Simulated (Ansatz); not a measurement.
Bicrystals of relaxed bulk Au (Fm-3m, 17.97 Å³/atom, gap on the mesh 0.00 eV): one grain is mirrored in the boundary plane and shifted (fractions of the plane's cell), where said the two species change places in it, close atoms are joined, tilt boundaries are opened by 0.15 Å, then atoms and the cell's height are relaxed. Energies are the mean of the cell's two boundaries over the bulk on a matched mesh; other shifts may lie lower.

Level of theory: Ansatz, DFT PBE, scalar-relativistic, plane waves, PAW.

Cutoff 420 eV, Gaussian smearing of 0.10 eV, energies at zero smearing, symmetry of each start kept, no spin polarisation.

```csv
start,atoms,k mesh,boundary energy (mJ/m²),excess width (Å),gap on the mesh (eV)
"Σ9 (411), mirror between planes, shift [0, 0.5]",36,12×4×2,381,0.34,0
"Σ9 (411), mirror between the next planes, shift [0, 0.5]",36,12×4×2,381,0.34,0
```

Spin-orbit coupling is left out, which matters for the bands of heavy elements.

Small energy differences in metals hang on the k mesh (about 10 mJ/m² or 1 to 2 meV/atom on the mesh of the relaxation).

Cost: 2 runs of about 2.6 core-hours in all, on AMD EPYC 9R45 (Zen 5) (shared hosts).